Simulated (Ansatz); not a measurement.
In KBr (rock salt type) the K atom of the primitive cell, with all its periodic images, is moved by 0.06 Å along [111].

```
CELL_PARAMETERS angstrom
0.00000 3.35000 3.35000
3.35000 0.00000 3.35000
3.35000 3.35000 0.00000
ATOMIC_POSITIONS crystal
K 0.00517 0.00517 0.00517
Br 0.50000 0.50000 0.50000
```

These are results of HSE06, plane waves, all-electron PAW datasets generated for the crystal, point nucleus (Ansatz 0.2.0 development build), not measurements.

Cutoff 220 eV; exchange singularity: Wigner-Seitz; k-mesh 4×4×4 Γ-centred; Fermi–Dirac smearing of 0.05 eV; no spin polarisation.

Problem. What force results?

Solution. The force on it along the displacement is -0.0585 eV/Å, a force constant of 0.98 eV/Å².

```csv
atom,Fx (eV/Å),Fy (eV/Å),Fz (eV/Å)
K1,-0.0338,-0.0338,-0.0338
Br2,0.0338,0.0338,0.0338
```
